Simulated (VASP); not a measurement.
# PtS2 (P-3m1) in VASP: further runs, part 2 of 2

VASP 6.6.1. Earlier steps stand in the parts before.

## 4. Dielectric tensor, PBE

The input, INCAR:

```
  PREC = Accurate
  ENCUT = 650
  EDIFF = 1E-8
  ISMEAR = 0
  SIGMA = 0.01
  LREAL = F
  LASPH = T
  NELM = 100
  ALGO = Normal
  ISIF = 2
  LWAVE = F
  LCHARG = F
  GGA = PE
  LEPSILON = T
```

The input, KPOINTS:

```
regular mesh
0
Gamma
  6 6 4
```

The input, POSCAR:

```
PtS2
1.0
    3.5432000000      0.0000000000      0.0000000000
   -1.7716000000      3.0685012107      0.0000000000
    0.0000000000      0.0000000000      5.0388000000
Pt S
1 2
Direct
    0.0000000000      0.0000000000      0.0000000000
    0.6666666667      0.3333333333      0.7730000000
    0.3333333333      0.6666666667      0.2270000000
```

Potentials or basis: VASP PAW PBE potentials, release 64 (Pt, S).

Run with:

```bash
> cat potpaw_PBE.64/Pt/POTCAR potpaw_PBE.64/S/POTCAR > POTCAR
> mpirun -np 1 vasp_std > vasp.out
```

OUTCAR:

```text
PREC = Accurate
   ENCUT = 650
   EDIFF = 1E-8
   ISMEAR = 0
   LREAL = F
   LASPH = T
   NELM = 100
   ISIF = 2
   GGA = PE
   LEPSILON = T

 Found     24 irreducible k-points:

 Following reciprocal coordinates:
            Coordinates               Weight
  0.000000  0.000000  0.000000      1.000000
  0.166667 -0.000000  0.000000      6.000000
  0.333333 -0.000000  0.000000      6.000000
  0.500000 -0.000000  0.000000      3.000000
  0.166667  0.166667  0.000000      6.000000
  0.333333  0.166667  0.000000     12.000000
   k-points           NKPTS =     24   k-points in BZ     NKDIM =     24   number of bands    NBANDS=     15
   number of dos      NEDOS =    301   number of ions     NIONS =      3
   total plane-waves  NPLWV =  37800
   dimension x,y,z NGX =    30 NGY =   30 NGZ =   42
   dimension x,y,z NGXF=    60 NGYF=   60 NGZF=   84
   ions per type =               1   2
[... 250 lines left out ...]
          18.704674     0.000000     0.000000
           0.000000    18.704674     0.000000
           0.000000     0.000000     8.779915
 ------------------------------------------------------

 PIEZOELECTRIC TENSOR (including local field effects)  for field in x, y, z        (e  Angst)
          XX          YY          ZZ          XY          YZ          ZX
  --------------------------------------------------------------------------------
  x     0.00000     0.00000     0.00000     0.00000     0.00000     0.00000
  y     0.00000     0.00000     0.00000     0.00000     0.00000     0.00000
  z     0.00000     0.00000     0.00000     0.00000     0.00000     0.00000

 PIEZOELECTRIC TENSOR (including local field effects)  for field in x, y, z        (C/m^2)
          XX          YY          ZZ          XY          YZ          ZX
  --------------------------------------------------------------------------------
  x     0.00000     0.00000     0.00000     0.00000     0.00000     0.00000
  y     0.00000     0.00000     0.00000     0.00000     0.00000     0.00000
  z     0.00000     0.00000     0.00000     0.00000     0.00000     0.00000

 BORN EFFECTIVE CHARGES (including local field effects) (in |e|, cummulative output)
 ---------------------------------------------------------------------------------
 ion    1
    1     3.00456     0.00000     0.00000
    2     0.00000     3.00456     0.00000
    3     0.00000     0.00000    -0.58108
 ion    2
    1    -1.50228     0.00000     0.00000
    2     0.00000    -1.50228     0.00000
    3     0.00000    -0.00000     0.29054
 ion    3
    1    -1.50228     0.00000     0.00000
    2     0.00000    -1.50228     0.00000
    3    -0.00000    -0.00000     0.29054
```

It took 3 min on 1 thread of Intel Xeon Platinum 8559C (Emerald Rapids), shared host; peak memory 0.32 GiB.

These settings aren't checked as converged: the numbers below hold their error.

Results:

```
Band gap on the k mesh                  : 0.98 eV, indirect (least direct gap 1.50 eV)
Electronic dielectric tensor (diagonal) : 18.70, 18.70, 8.78
Born charges (mean of the diagonal)     : Pt +1.81; S -0.90 e
```

Caveat: spin-orbit coupling is left out, which moves the levels of the heavy elements.

## 5. Dielectric tensor, PBE

Edit INCAR of step 4 so:

```diff
@@ -1,4 +1,4 @@
   PREC = Accurate
-  ENCUT = 650
-  EDIFF = 1E-8
+  ENCUT = 400
+  EDIFF = 1E-4
   ISMEAR = 0
```

The input, KPOINTS:

```
regular mesh
0
Gamma
  8 8 5
```

POSCAR is that of step 4.

Potentials or basis: VASP PAW PBE potentials, release 64 (Pt, S).

Run with:

```bash
> cat potpaw_PBE.64/Pt/POTCAR potpaw_PBE.64/S/POTCAR > POTCAR
> mpirun -np 1 vasp_std > vasp.out
```

OUTCAR:

```text
PREC = Accurate
   ENCUT = 400
   EDIFF = 1E-4
   ISMEAR = 0
   LREAL = F
   LASPH = T
   NELM = 100
   ISIF = 2
   GGA = PE
   LEPSILON = T

 Found     40 irreducible k-points:

 Following reciprocal coordinates:
            Coordinates               Weight
  0.000000  0.000000  0.000000      1.000000
  0.125000  0.000000  0.000000      6.000000
  0.250000  0.000000  0.000000      6.000000
  0.375000  0.000000  0.000000      6.000000
  0.500000  0.000000  0.000000      3.000000
  0.125000  0.125000  0.000000      6.000000
   k-points           NKPTS =     40   k-points in BZ     NKDIM =     40   number of bands    NBANDS=     15
   number of dos      NEDOS =    301   number of ions     NIONS =      3
   total plane-waves  NPLWV =  20736
   dimension x,y,z NGX =    24 NGY =   24 NGZ =   36
   dimension x,y,z NGXF=    48 NGYF=   48 NGZF=   72
   ions per type =               1   2
   NGX,Y,Z   is equivalent  to a cutoff of  11.26, 11.26, 11.88 a.u.
   NGXF,Y,Z  is equivalent  to a cutoff of  22.52, 22.52, 23.76 a.u.
 SYSTEM =  unknown system
   PREC   = accura    normal or accurate (medium, high low for compatibility)
   ISTART =      0    job   : 0-new  1-cont  2-samecut
   ICHARG =      2    charge: 1-file 2-atom 10-const
   ISPIN  =      1    spin polarized calculation?
   LNONCOLLINEAR =      F non collinear calculations
   LSORBIT =      F    spin-orbit coupling
   LASPH  =      T    aspherical Exc in radial PAW
[... 225 lines left out ...]

 PIEZOELECTRIC TENSOR FIELD DIRECTION 3  (e Angst)
 -----------------------------------------------------------------------------
     0.00649  0.00000  0.00000           (  0.00007  0.00000  0.00000)
     0.00000  0.00649 -0.00000           (  0.00000  0.00007  0.00000)
     0.00000 -0.00000 -0.01969           (  0.00000  0.00000 -0.00000)

 PIEZOELECTRIC TENSOR FIELD DIRECTION 3  (C/m^2)
 -----------------------------------------------------------------------------
     0.00190  0.00000  0.00000
     0.00000  0.00190 -0.00000
     0.00000 -0.00000 -0.00576

 MACROSCOPIC STATIC DIELECTRIC TENSOR (including local field effects in DFT)
 ------------------------------------------------------
          18.366805    -0.000000     0.000000
           0.000000    18.366805     0.000000
          -0.000000     0.000000     9.972174
 ------------------------------------------------------

 PIEZOELECTRIC TENSOR (including local field effects)  for field in x, y, z        (e  Angst)
          XX          YY          ZZ          XY          YZ          ZX
  --------------------------------------------------------------------------------
  x     0.00000     0.00000     0.00000     0.00000     0.00000     0.00000
  y     0.00000     0.00000     0.00000     0.00000     0.00000     0.00000
  z     0.00000     0.00000     0.00000     0.00000     0.00000     0.00000

 PIEZOELECTRIC TENSOR (including local field effects)  for field in x, y, z        (C/m^2)
          XX          YY          ZZ          XY          YZ          ZX
  --------------------------------------------------------------------------------
  x     0.00000     0.00000     0.00000     0.00000     0.00000     0.00000
  y     0.00000     0.00000     0.00000     0.00000     0.00000     0.00000
  z     0.00000     0.00000     0.00000     0.00000     0.00000     0.00000

 BORN EFFECTIVE CHARGES (including local field effects) (in |e|, cummulative output)
 ---------------------------------------------------------------------------------
 ion    1
    1     2.95916     0.00000     0.00000
    2     0.00000     2.95916     0.00000
    3     0.00000    -0.00000    -0.57112
 ion    2
    1    -1.47958     0.00000     0.00000
    2     0.00000    -1.47958    -0.00000
    3     0.00000     0.00000     0.28556
 ion    3
    1    -1.47958     0.00000     0.00000
    2     0.00000    -1.47958    -0.00000
    3     0.00000     0.00000     0.28556
```

Run time: 76 s. Hardware: 1 thread of Intel Xeon Platinum 8559C (Emerald Rapids), shared host; peak memory 0.26 GiB.

The run converged, but some of its settings lie outside the range that counts as converged, so its numbers aren't taken as properties of the crystal.

Results:

| Quantity | Value |
| --- | --- |
| Band gap on the k mesh | 0.98 eV, indirect (least direct gap 1.02 eV) |
| Electronic dielectric tensor (diagonal) | 18.37, 18.37, 9.97 |
| Born charges (mean of the diagonal) | Pt +1.78; S -0.89 e |

Caveat: spin-orbit coupling is left out, which moves the levels of the heavy elements; an odd mesh through Γ misses points on the zone boundary, where band edges often lie.

## 6. The reference run

An earlier run on the cell as given: functional PBEsol; potentials or basis VASP PAW PBE potentials, release 64 (Pt, S); cutoff 520 eV; k mesh 9 × 9 × 5; occupations fermi-dirac, width 0.05 eV; no spin polarisation.

- Pressure: 6.1 GPa
- Largest force: 0.930 eV/Å
- Band gap on the k mesh: 0.96 eV, indirect (least direct gap 1.00 eV)
